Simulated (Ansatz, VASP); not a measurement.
**Two plane-wave programs on PtS2**

The input POSCAR:

```
PtS2
1.0
    3.5526240946      0.0000000000      0.0000000000
   -1.7763120473      3.0766627160      0.0000000000
    0.0000000000      0.0000000000      5.1228306135
Pt S
1 2
Direct
    0.0000000000      0.0000000000      0.0000000000
    0.3333333333      0.6666666667      0.2392542175
    0.6666666667      0.3333333333      0.7607457825
```

Contents of INCAR.step1:

```
SYSTEM = PtS2
PREC = Accurate ; ENCUT = 520
ISMEAR = 0 ; SIGMA = 0.01
LREAL = .False. ; LASPH = .True.
NELM = 60 ; NBANDS = 18
GGA = PE ; ALGO = Normal
EDIFF = 1E-4 ; LWAVE = .True.
LCHARG = .False.
```

The input INCAR.step2:

```
SYSTEM = PtS2
PREC = Accurate ; ENCUT = 520
EDIFF = 1E-7 ; ISMEAR = 0
SIGMA = 0.01 ; LREAL = .False.
LASPH = .True. ; NELM = 60
ALGO = Normal ; ISIF = 2
LWAVE = .False. ; LCHARG = .False.
METAGGA = R2SCAN ; LMIXTAU = .True.
NBANDS = 18 ; ISTART = 1
```

The input KPOINTS:

```
regular mesh
0
Gamma
  6 6 4
  0 0 0
```

Input for Ansatz:

```yaml
crystal:
  lattice:
    - [3.5526240946, 0.0, 0.0]
    - [-1.7763120473, 3.076662716, 0.0]
    - [0.0, 0.0, 5.1228306135]
  atoms:
    - { symbol: Pt, position: [0.0, 0.0, 0.0] }
    - { symbol: S, position: [0.3333333333, 0.6666666667, 0.2392542175] }
    - { symbol: S, position: [0.6666666667, 0.3333333333, 0.7607457825] }
kpoints:
  mp_grid: { grid: [6, 6, 4] }
hamiltonian:
  xc: r2scan
scf:
  occupations: { method: fixed }
  n_extra_bands: 4
  mixing: { ndim: 1 }
  max_iter: 61
output:
  forces: true
  stress: true
  eigenvalues: true
```

Alike in both runs: task single point; functional r2SCAN; k mesh 6 × 6 × 4; no spin polarisation.

```csv
,VASP,Ansatz
version,VASP 6.6.1,Ansatz 0.2.0
potentials or method,"VASP PAW PBE potentials, release 64 (Pt, S)",plane waves
plane-wave cutoff (eV),520,500
occupations,"gaussian, width 0.01 eV",fixed
valence electrons in the cell,22,30
```

|  | VASP | Ansatz | Ansatz less VASP |
| --- | --- | --- | --- |
| gap on the k mesh at the Fermi level (eV) | 0.98 | 0.99 | +0.004 |
| pressure (GPa) | 1.2 | 1.3 | +0.08 |
| largest component of the traceless stress (GPa) | 0.05 | 0.07 | +0.017 |
| rms of the force components (eV/Å) | 0.023 | 0.020 | -0.0024 |

Atom by atom the forces differ by 0.002 eV/Å (rms over components). The two sets of potentials don't hold the same shells in valence.

Caveats: the PAW data sets were made with another functional, which shifts forces and pressure a little (VASP); spin-orbit coupling is left out, which moves the levels of the heavy elements. r2SCAN opens gaps a little over a GGA but as a rule still falls short of measured ones. A k mesh can miss the band edges.
